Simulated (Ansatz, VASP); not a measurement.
**One calculation of AlCu, two programs**

INCAR

```
SYSTEM = AlCu
ALGO = Fast
EDIFF = 1E-7
ENCUT = 520
GGA = CA
ISIF = 2
ISMEAR = 0
LASPH = .TRUE.
LCHARG = .FALSE.
LREAL = .FALSE.
LWAVE = .FALSE.
NBANDS = 14
NELM = 100
PREC = Accurate
SIGMA = 0.15
```

Contents of KPOINTS:

```
k-points
0
G
  16 16 16
  0 0 0
```

The input POSCAR:

```
AlCu
1.0
    2.9975090000      0.0000000000      0.0000000000
    0.0000000000      2.9975090000      0.0000000000
    0.0000000000      0.0000000000      2.9975090000
Al Cu
1 1
Direct
    0.0000000000      0.0000000000      0.0000000000
    0.5000000000      0.5000000000      0.4165974147
```

Input for Ansatz:

```yaml
crystal:
  lattice:
    - [2.997509, 0.0, 0.0]
    - [0.0, 2.997509, 0.0]
    - [0.0, 0.0, 2.997509]
  atoms:
    - { symbol: Al, position: [0.0, 0.0, 0.0] }
    - { symbol: Cu, position: [0.5, 0.5, 0.4165974147] }
basis:
  ecutwfc: 420
kpoints:
  mp_grid: { grid: [16, 16, 16] }
hamiltonian:
  xc: lda
scf:
  occupations: { method: gaussian, width: 0.15 }
output:
  forces: true
  stress: true
  eigenvalues: true
```

Change from the starting cell: all Cu atoms moved -0.250 Å, as atom 2 along Cartesian [0 0 1].

Alike in both runs: task single point; functional LDA; k mesh 16 × 16 × 16; occupations gaussian, width 0.15 eV; no spin polarisation.

|  | VASP | Ansatz |
| --- | --- | --- |
| version | VASP 6.6.1 | Ansatz 0.2.0 |
| potentials or method | VASP PAW LDA potentials, release 64 (Al, Cu) | scalar-relativistic, plane waves, PAW |
| plane-wave cutoff (eV) | 520 | 420 |
| valence electrons in the cell | 14 | 22 |

|  | VASP | Ansatz | Ansatz less VASP |
| --- | --- | --- | --- |
| gap on the k mesh at the Fermi level (eV) | none | none | - |
| pressure (GPa) | -5.3 | -5.9 | -0.59 |
| largest component of the traceless stress (GPa) | 1.19 | 1.16 | -0.029 |
| rms of the force components (eV/Å) | 0.474 | 0.467 | -0.0066 |

Atom by atom the forces differ by 0.007 eV/Å (rms over components). A gap of «none» marks a metal or a gap that the smearing closes. The two sets of potentials don't hold the same shells in valence.
